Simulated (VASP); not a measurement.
# AlN (P6_3mc) in VASP: a series of runs

One crystal, AlN, is run at these levels: PBE; tasks: single point, relaxation of cell and atoms.

Everything below comes from runs of VASP 6.6.1. Logs are shortened: lines on timing, memory, paths and dates and some standing lists are left out, and cuts for length are marked.

**What was measured.**

“Self-assembly of well-separated AlN nanowires directly on sputtered metallic TiN films”, 2019, arxiv:1910.07391 quotes, for a bulk crystal of AlN at 10 K: band gap 6.034 eV (an exciton energy, a little under the gap).

The results are compared with them further down.

## 1. The structure

The structure is hexagonal, space group P6_3mc (No. 186). Conventional cell: a = 3.130 Å, b = 3.130 Å, c = 5.018 Å, α = 90.00°, β = 90.00°, γ = 120.00°. Al (site symmetry 3m) has 4 N at 1.90 to 1.91 Å as nearest neighbours. Around N (site symmetry 3m) lie 4 Al at 1.90 to 1.91 Å.

The cell is a database's computed one.

## 2. Single point, PBE

Input file INCAR:

```
  PREC = Accurate
  ENCUT = 520
  EDIFF = 1E-6
  ISMEAR = 0
  SIGMA = 0.02
  LREAL = False
  LASPH = True
  NELM = 100
  ALGO = Fast
  ISIF = 2
  LWAVE = False
  LCHARG = True
  GGA = PE
  LELF = True
  LVHAR = True
  NBANDS = 16
```

Input file KPOINTS:

```
regular mesh
0
Gamma
  9 9 4
```

Input file POSCAR:

```
AlN
1.0
    3.1302036629      0.0000000000      0.0000000000
   -1.5651018314      2.7108358911      0.0000000000
    0.0000000000      0.0000000000      5.0180193555
Al N
2 2
Direct
    0.6666666667      0.3333333333      0.4992349453
    0.3333333333      0.6666666667      0.9992349453
    0.6666666667      0.3333333333      0.8807650547
    0.3333333333      0.6666666667      0.3807650547
```

Potentials or basis: VASP PAW PBE potentials, release 64 (Al, N).

On the command line:

```bash
$ cat potpaw_PBE.64/Al/POTCAR potpaw_PBE.64/N/POTCAR > POTCAR
$ mpirun -np 1 vasp_std > vasp.out
```

OUTCAR:

```text
PREC = Accurate
   ENCUT = 520
   EDIFF = 1E-6
   ISMEAR = 0
   LREAL = False
   LASPH = True
   NELM = 100
   ISIF = 2
   GGA = PE

 ion  position               nearest neighbor table
   1  0.667  0.333  0.499-   4 1.90   4 1.90   4 1.90   3 1.91   2 3.09   2 3.09   2 3.09   2 3.09
                             2 3.09   2 3.09
   2  0.333  0.667  0.999-   3 1.90   3 1.90   3 1.90   4 1.91   1 3.09   1 3.09   1 3.09   1 3.09
                             1 3.09   1 3.09
   3  0.667  0.333  0.881-   2 1.90   2 1.90   2 1.90   1 1.91
   4  0.333  0.667  0.381-   1 1.90   1 1.90   1 1.90   2 1.91

  LATTYP: Found a hexagonal cell.
 ALAT       =     3.1302036629
 C/A-ratio  =     1.6030967617

  Lattice vectors:

 A1 = (   3.1302036629,   0.0000000000,   0.0000000000)
 A2 = (  -1.5651018314,   2.7108358911,   0.0000000000)
 A3 = (   0.0000000000,   0.0000000000,   5.0180193555)

Analysis of symmetry for initial positions (statically):
=====================================================================
 Subroutine PRICEL returns:
 Original cell was already a primitive cell.

 Routine SETGRP: Setting up the symmetry group for a
 hexagonal supercell.

 Subroutine GETGRP returns: Found 12 space group operations
 (whereof  6 operations were pure point group operations)
 out of a pool of 24 trial point group operations.

The static configuration has the point symmetry C_3v.
 The point group associated with its full space group is C_6v.

Analysis of symmetry for dynamics (positions and initial velocities):
=====================================================================
 Subroutine PRICEL returns:
 Original cell was already a primitive cell.

 Routine SETGRP: Setting up the symmetry group for a
 hexagonal supercell.

 Subroutine GETGRP returns: Found 12 space group operations
 (whereof  6 operations were pure point group operations)
 out of a pool of 24 trial point group operations.

The dynamic configuration has the point symmetry C_3v.
 The point group associated with its full space group is C_6v.

 Subroutine INISYM returns: Found 12 space group operations
 (whereof  6 operations are pure point group operations),
 and found     1 'primitive' translations

----------------------------------------------------------------------------------------

                                     Primitive cell

  volume of cell :      42.5802

  direct lattice vectors                    reciprocal lattice vectors
     3.130203663  0.000000000  0.000000000     0.319468031  0.184444954  0.000000000
    -1.565101831  2.710835891  0.000000000     0.000000000  0.368889907  0.000000000
     0.000000000  0.000000000  5.018019355     0.000000000  0.000000000  0.199281814

  length of vectors
     3.130203663  3.130203663  5.018019355     0.368889907  0.368889907  0.199281814

  position of ions in fractional coordinates (direct lattice)
     0.666666667  0.333333333  0.499234945
     0.333333333  0.666666667  0.999234945
     0.666666667  0.333333333  0.880765055
     0.333333333  0.666666667  0.380765055

  ion indices of the primitive-cell ions
   primitive index   ion index
                 1           1
                 2           2
                 3           3
                 4           4

----------------------------------------------------------------------------------------

 KPOINTS: regular mesh

Automatic generation of k-mesh.
 Grid dimensions read from file:
 generate k-points for:    9    9    4

 Generating k-lattice:

  Cartesian coordinates                     Fractional coordinates (reciprocal lattice)
     0.035496448  0.020493884  0.000000000     0.111111111  0.000000000  0.000000000
     0.000000000  0.040987767  0.000000000     0.000000000  0.111111111  0.000000000
     0.000000000  0.000000000  0.049820454     0.000000000  0.000000000  0.250000000

  Length of vectors
     0.040987767  0.040987767  0.049820454

  Shift w.r.t. Gamma in fractional coordinates (k-lattice)
     0.000000000  0.000000000  0.000000000

 Subroutine IBZKPT returns following result:
 ===========================================

 Found     36 irreducible k-points:

 Following reciprocal coordinates:
            Coordinates               Weight
  0.000000  0.000000  0.000000      1.000000
  0.111111  0.000000  0.000000      6.000000
  0.222222  0.000000  0.000000      6.000000
  0.333333  0.000000  0.000000      6.000000
  0.444444  0.000000  0.000000      6.000000
  0.111111  0.111111  0.000000      6.000000
[... 16 lines left out ...]
  0.333333  0.222222  0.250000     24.000000
  0.333333  0.333333  0.250000      4.000000
 [... further k-points ...]
   k-points           NKPTS =     36   k-points in BZ     NKDIM =     36   number of bands    NBANDS=     16
   number of dos      NEDOS =    301   number of ions     NIONS =      4
   total plane-waves  NPLWV =  23040
   dimension x,y,z NGX =    24 NGY =   24 NGZ =   40
   dimension x,y,z NGXF=    48 NGYF=   48 NGZF=   80
[... 38 lines left out ...]
   GGA     = PE    functional components
   LHFCALC =     F    Hartree Fock is set to
   AEXX    =    0.0000 exact exchange contribution
   IVDW    =     0    specifies the selected vdW correction
   LEPSILON=     F    determine dielectric tensor
   LRPA    =     F    only Hartree local field effects (RPA)
 non-spin polarized calculation
 RMM-DIIS sequential band-by-band and
 Gauss-broadening in eV      SIGMA  =   0.02
  energy-cutoff  :      520.00
  volume of cell :       42.58
 maximum number of plane-waves:      1170
 NGX is ok and might be reduce to    24
   NGX = 11   NGY = 11   NGZ = 19

 number of electron      15.9999998 magnetization

 Free energy of the ion-electron system (eV)
  ---------------------------------------------------
  ext. energy  EPLUGINS =         0.00000000
  ---------------------------------------------------
  free energy    TOTEN  =       -29.78051555 eV

  energy without entropy =      -29.78051555  energy(sigma->0) =      -29.78051555

 E-fermi :   6.0504     XC(G=0): -10.8270

 val. band max:        5.9647021184   @ k =   0.0000   0.0000   0.0000
 cond. band min:      10.0079217634   @ k =   0.0000   0.0000   0.0000
 fundamental gap:      4.0432196450
 Fermi energy:         6.0504194952

 k-point     1 :       0.0000    0.0000    0.0000
  band No.  band energies     occupation
      1      -9.1028      2.00000
      2      -7.0200      2.00000
      3       0.0590      2.00000
      4       5.1196      2.00000
      5       5.1196      2.00000
      6       5.7622      2.00000
[... 8 lines left out ...]
     15      18.9298      0.00000
     16      18.9298      0.00000

 k-point     2 :       0.1111    0.0000    0.0000
  band No.  band energies     occupation
      1      -8.9497      2.00000
      2      -6.9342      2.00000
      3       0.2430      2.00000
      4       4.4228      2.00000
      5       4.9259      2.00000
      6       5.0818      2.00000
[... 8 lines left out ...]
     15      18.8017      0.00000
     16      18.9666      0.00000

 k-point     3 :       0.2222    0.0000    0.0000
  band No.  band energies     occupation
      1      -8.5153      2.00000
      2      -6.7195      2.00000
      3       0.7769      2.00000
      4       2.9408      2.00000
      5       3.8359      2.00000
      6       4.5262      2.00000
[... 8 lines left out ...]
     15      17.9673      0.00000
     16      18.7764      0.00000

 k-point     4 :       0.3333    0.0000    0.0000
  band No.  band energies     occupation
      1      -7.8910      2.00000
      2      -6.5118      2.00000
      3       1.5090      2.00000
      4       1.6166      2.00000
      5       2.6737      2.00000
      6       4.1534      2.00000
[... 8 lines left out ...]
     15      17.8615      0.00000
     16      20.1806      0.00000
[... 324 lines left out ...]
 k-point    22 :       0.2222    0.2222    0.2500
  band No.  band energies     occupation
      1      -7.4118      2.00000
      2      -6.6186      2.00000
      3       1.2575      2.00000
      4       1.5925      2.00000
      5       3.2448      2.00000
      6       3.3917      2.00000
[... 8 lines left out ...]
     15      18.0269      0.00000
     16      20.3954      0.00000

 k-point    23 :       0.3333    0.2222    0.2500
  band No.  band energies     occupation
      1      -6.9420      2.00000
      2      -6.5497      2.00000
      3       0.9665      2.00000
      4       1.4617      2.00000
      5       2.4499      2.00000
      6       3.5857      2.00000
[... 8 lines left out ...]
     15      18.6659      0.00000
     16      20.6320      0.00000

 k-point    24 :       0.3333    0.3333    0.2500
  band No.  band energies     occupation
      1      -6.6508      2.00000
      2      -6.6508      2.00000
      3       1.4884      2.00000
      4       1.5735      2.00000
      5       1.5735      2.00000
      6       3.0737      2.00000
[... 8 lines left out ...]
     15      18.9453      0.00000
     16      21.1482      0.00000

 [... further k-points ...]
[... 5 lines left out ...]
  --------------------------------------------------------------------------------------
  -------------------------------------------------------------------------------------
  Total       -0.0822589     -0.0822589     -0.0663598     -0.0000000      0.0000000      0.0000000
  in kB       -3.0951754     -3.0951754     -2.4969376     -0.0000000      0.0000000      0.0000000
  external PRESSURE =      -2.8957628 kB  Pullay stress =       0.0000000 kB

 VOLUME and BASIS-vectors are now :
 -----------------------------------------------------------------------------
  energy-cutoff  :      520.00
  volume of cell :       42.58
      direct lattice vectors                 reciprocal lattice vectors
     3.130203663  0.000000000  0.000000000     0.319468031  0.184444954  0.000000000
    -1.565101831  2.710835891  0.000000000     0.000000000  0.368889907  0.000000000
     0.000000000  0.000000000  5.018019355     0.000000000  0.000000000  0.199281814

 POSITION                                       TOTAL-FORCE (eV/Angst)
 -----------------------------------------------------------------------------------
      1.56510      0.90361      2.50517         0.000000     -0.000000      0.000184
     -0.00000      1.80722      5.01418        -0.000000      0.000000      0.000184
      1.56510      0.90361      4.41970         0.000000      0.000000     -0.000184
     -0.00000      1.80722      1.91069         0.000000     -0.000000     -0.000184
 -----------------------------------------------------------------------------------
    total drift:                               -0.000000     -0.000000      0.000767

  FREE ENERGIE OF THE ION-ELECTRON SYSTEM (eV)
  ---------------------------------------------------
  free  energy   TOTEN  =       -29.7805155481 eV

  energy  without entropy=      -29.7805155481  energy(sigma->0) =      -29.78051555
```

Run time: 18 s. Hardware: 1 thread of Intel Xeon Platinum 8375C at 2.90GHz (Ice Lake), shared host; peak memory 0.15 GiB.

What came out:

```yaml
Free_energy: -29.7805 eV
Pressure: -0.3 GPa
Band_gap_on_the_k_mesh: 4.04 eV, direct
```

Levels at points of the mesh, in eV from the valence-band top:
| k point | band 4 | band 5 | band 6 | band 7 | band 8 | band 9 | band 10 | band 11 | band 12 | band 13 |
| --- | --- | --- | --- | --- | --- | --- | --- | --- | --- | --- |
| (0.00, 0.00, 0.00) | -0.85 | -0.85 | -0.20 | -0.20 | 0.00 | 4.04 | 6.51 | 10.46 | 11.03 | 11.03 |
| (0.00, 0.00, 0.50) | -3.30 | -0.53 | -0.53 | -0.53 | -0.53 | 6.31 | 6.31 | 10.16 | 10.16 | 11.34 |

## 3. Relaxation of cell and atoms, PBE

Input file INCAR:

```
SYSTEM = AlN
  PREC = Accurate
  ENCUT = 600
  EDIFF = 1E-7
  ISMEAR = 0
  SIGMA = 0.02
  LREAL = .False.
  LASPH = .True.
  NELM = 100
  ALGO = Normal
  ISIF = 3
  LWAVE = .False.
  LCHARG = .False.
  GGA = PE
  IBRION = 2
  NSW = 100
  EDIFFG = -0.005
```

Input file KPOINTS:

```
Automatic mesh
0
Gamma
  9 9 4
  0 0 0
```

Input file POSCAR:

```
AlN
1.0
    3.1285881360      0.0000000000      0.0000000000
   -1.5642940680      2.7094368037      0.0000000000
    0.0000000000      0.0000000000      5.0169550000
Al N
2 2
Direct
    0.6666666700      0.3333333300      0.4992870000
    0.3333333300      0.6666666700      0.9992870000
    0.6666666700      0.3333333300      0.8807130000
    0.3333333300      0.6666666700      0.3807130000
```

Potentials or basis: VASP PAW PBE potentials, release 64 (Al, N).

On the command line:

```bash
$ cat potpaw_PBE.64/Al/POTCAR potpaw_PBE.64/N/POTCAR > POTCAR
$ mpirun -np 1 vasp_std > vasp.out
```

Wall time 44 s (1 thread of Intel Xeon Platinum 8375C at 2.90GHz (Ice Lake), shared host); peak memory 0.18 GiB.

It converged, with:

```yaml
Free_energy: -29.7836 eV
Relaxed_volume: 10.62 Å³/atom
Relaxed_cell: a = 3.128 Å, b = 3.128 Å, c = 5.016 Å, α = 90.00°, β = 90.00°, γ = 120.00°
Space_group_after_relaxing_to_0.05_Å: P6_3mc (No. 186)
Energy_gained_by_relaxing: 0.0 meV/atom
Ionic_steps: 3
Pressure_after_relaxing: 0.0 GPa
Band_gap_on_the_k_mesh: 4.06 eV, direct
```

Final structure:
```cif
data_structure
_symmetry_space_group_name_H-M 'P 1'
_symmetry_Int_Tables_number 1
_cell_length_a 3.1278
_cell_length_b 3.1278
_cell_length_c 5.0155
_cell_angle_alpha 90.000
_cell_angle_beta 90.000
_cell_angle_gamma 120.000
_cell_volume 42.49
loop_
_atom_site_label
_atom_site_type_symbol
_atom_site_fract_x
_atom_site_fract_y
_atom_site_fract_z
_atom_site_occupancy
Al1 Al 0.66667 0.33333 0.49927 1
Al2 Al 0.33333 0.66667 0.99927 1
N1 N 0.66667 0.33333 0.88073 1
N2 N 0.33333 0.66667 0.38073 1
```

Levels at points of the mesh, in eV from the valence-band top:
```
           k point  band 6  band 7  band 8  band 9  band 10  band 11
(0.00, 0.00, 0.00)   -0.20   -0.20    0.00    4.06     6.53    10.47
(0.00, 0.00, 0.50)   -0.53   -0.53   -0.53    6.33     6.33    10.18
```

## 4. Single point, PBE (the perfect crystal in a cell of 32 atoms)

Input file INCAR:

```
PREC = Accurate ; ENCUT = 520
EDIFF = 1E-7 ; ISMEAR = 0
SIGMA = 0.02 ; LREAL = Auto
LASPH = True ; NELM = 100
ALGO = Fast ; ISIF = 2
LWAVE = False ; LCHARG = True
GGA = PE ; LELF = True
LVHAR = True ; NBANDS = 86
```

Input file KPOINTS:

```
regular mesh
0
Gamma
  2 2 2
```

Input file POSCAR:

```
AlN
1.0
    3.1302036629     -5.4216717821      0.0000000000
    3.1302036629      5.4216717821      0.0000000000
    0.0000000000      0.0000000000     10.0360387109
Al N
16 16
Direct
    0.6666666667      0.3333333333      0.2496174726
    0.6666666667      0.3333333333      0.7496174726
    0.1666666667      0.3333333333      0.2496174726
    0.1666666667      0.3333333333      0.7496174726
    0.6666666667      0.8333333333      0.2496174726
    0.6666666667      0.8333333333      0.7496174726
    0.1666666667      0.8333333333      0.2496174726
    0.1666666667      0.8333333333      0.7496174726
    0.3333333333      0.1666666667      0.4996174726
    0.3333333333      0.1666666667      0.9996174726
    0.8333333333      0.1666666667      0.4996174726
    0.8333333333      0.1666666667      0.9996174726
    0.3333333333      0.6666666667      0.4996174726
    0.3333333333      0.6666666667      0.9996174726
    0.8333333333      0.6666666667      0.4996174726
    0.8333333333      0.6666666667      0.9996174726
    0.6666666667      0.3333333333      0.4403825274
    0.6666666667      0.3333333333      0.9403825274
    0.1666666667      0.3333333333      0.4403825274
    0.1666666667      0.3333333333      0.9403825274
    0.6666666667      0.8333333333      0.4403825274
    0.6666666667      0.8333333333      0.9403825274
    0.1666666667      0.8333333333      0.4403825274
    0.1666666667      0.8333333333      0.9403825274
    0.3333333333      0.1666666667      0.1903825274
    0.3333333333      0.1666666667      0.6903825274
    0.8333333333      0.1666666667      0.1903825274
    0.8333333333      0.1666666667      0.6903825274
    0.3333333333      0.6666666667      0.1903825274
    0.3333333333      0.6666666667      0.6903825274
    0.8333333333      0.6666666667      0.1903825274
    0.8333333333      0.6666666667      0.6903825274
```

On the command line:

```bash
$ cat potpaw_PBE.64/Al/POTCAR potpaw_PBE.64/N/POTCAR > POTCAR
$ mpirun -np 1 vasp_std > vasp.out
```

Wall time 6.5 min (1 thread of Intel Xeon Platinum 8375C at 2.90GHz (Ice Lake), shared host); peak memory 0.44 GiB.

It converged, with:

| Item | Value |
| --- | --- |
| Free energy | -237.9982 eV |
| Pressure | -0.3 GPa |
| Largest force | 0.014 eV/Å |
| Band gap on the k mesh | 4.04 eV |

Forces in eV/Å, atoms in the order of the input:
```
Al   0.000  0.000 -0.014
Al   0.000  0.000 -0.014
Al   0.000  0.000 -0.014
Al   0.000  0.000 -0.014
Al   0.000  0.000 -0.014
Al   0.000  0.000 -0.014
Al   0.000  0.000 -0.014
Al   0.000  0.000 -0.014
Al   0.000  0.000 -0.014
Al   0.000  0.000 -0.014
Al   0.000  0.000 -0.014
Al   0.000  0.000 -0.014
Al   0.000  0.000 -0.014
Al   0.000  0.000 -0.014
Al   0.000  0.000 -0.014
Al   0.000  0.000 -0.014
N    0.000  0.000  0.014
N    0.000  0.000  0.014
N    0.000  0.000  0.014
N    0.000  0.000  0.014
N    0.000  0.000  0.014
N    0.000  0.000  0.014
N    0.000  0.000  0.014
N    0.000  0.000  0.014
N    0.000  0.000  0.014
N    0.000  0.000  0.014
N    0.000  0.000  0.014
N    0.000  0.000  0.014
N    0.000  0.000  0.014
N    0.000  0.000  0.014
N    0.000  0.000  0.014
N    0.000  0.000  0.014
```

Stress tensor (GPa, compression positive):
```
-0.17  0.00  0.00
 0.00 -0.17  0.00
 0.00  0.00 -0.49
```

Levels at points of the mesh, in eV from the valence-band top:
| k point | band 60 | band 61 | band 62 | band 63 | band 64 | band 65 | band 66 | band 67 | band 68 | band 69 |
| --- | --- | --- | --- | --- | --- | --- | --- | --- | --- | --- |
| (0.00, 0.00, 0.00) | -0.53 | -0.53 | -0.20 | -0.20 | 0.00 | 4.04 | 5.24 | 5.24 | 5.24 | 5.24 |
| (0.50, 0.00, 0.00) | -0.96 | -0.43 | -0.43 | -0.41 | -0.41 | 5.70 | 5.70 | 6.05 | 6.05 | 6.43 |
| (0.00, 0.00, 0.50) | -0.76 | -0.30 | -0.30 | -0.30 | -0.30 | 5.00 | 5.00 | 5.00 | 5.00 | 5.00 |
| (0.50, 0.00, 0.50) | -0.63 | -0.60 | -0.60 | -0.60 | -0.60 | 5.91 | 5.91 | 5.91 | 5.91 | 6.13 |

Caveat: the k mesh is coarse (spacing up to 0.58 Å⁻¹), so the values aren't converged.

## 5. Summary

| task | cell | k mesh | cutoff (eV) | mesh quality | gap on the mesh (eV) | pressure (GPa) |
| --- | --- | --- | --- | --- | --- | --- |
| single point | P6_3mc, 10.65 Å³/atom | 9 × 9 × 4 | 520 | not flagged | 4.04 | -0.3 |
| relaxation of cell and atoms | relaxed | 9 × 9 × 4 | 600 | not flagged | 4.06 | 0.0 |
| single point | the perfect crystal in a cell of 32 atoms | 2 × 2 × 2 | 520 | coarse | 4.04 | -0.3 |

Alike in all rows: level PBE; potentials or basis VASP PAW PBE potentials, release 64 (Al, N); no spin polarisation; smearing gaussian 0.02 eV.

Caveats: some runs use coarse meshes.

Absolute energies hang on the potentials; compare differences alone.

## 6. Against experiment

Step 2. Measured gap of AlN: 6.034 eV (an exciton energy, a little under the gap; 10 K; quoted in “Self-assembly of well-separated AlN nanowires directly on sputtered metallic TiN films”, 2019, arxiv:1910.07391). This calculation gives 4.04 eV (-1.99 eV). 2 values of this kind are on record (6.034 to 6.0343 eV); this one was drawn at random. The value is that of PBE, without temperature or zero-point motion. Semilocal functionals fall short of measured gaps as a rule. The cell is a database's relaxed one, not the measured one, which moves gaps too.
